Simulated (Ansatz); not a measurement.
Runs of Ansatz 0.2.0 on Ti2C. The structure is trigonal, space group R-3m (No. 166). Conventional cell: a = 3.081 Å, b = 3.081 Å, c = 14.441 Å, α = 90.00°, β = 90.00°, γ = 120.00°. Ti (site symmetry 3m) has 3 C at 2.11 Å as nearest neighbours. C (site symmetry -3m) has 6 Ti at 2.11 Å as nearest neighbours. The cell comes from a database or a generator and needn't be the stable form of this composition.

| task | level | potentials or basis | cutoff (eV) | basis error allowed | pressure (GPa) | largest force (eV/Å) |
| --- | --- | --- | --- | --- | --- | --- |
| single point | PBEsol | all-electron LAPW, scalar-relativistic | 323 | 0.001 eV/atom | -4.7 | 0.19 |
| band structure | LDA | all-electron LAPW, scalar-relativistic | 297 | 0.002 eV/atom | -9.2 | 0.37 |
| band structure | PBEsol | all-electron LAPW, scalar-relativistic | 297 | 0.002 eV/atom | -4.7 | 0.19 |
| band structure | PBEsol | all-electron LAPW, non-relativistic | 298 | 0.002 eV/atom | -4.0 | (a) |

Alike in all rows: no spin polarisation; cell as given; k mesh 10 × 10 × 10; smearing fermi-dirac 0.05 eV.

Estimate the missing entries.

(a) 0.16.

Not every run made on this cell is shown here.
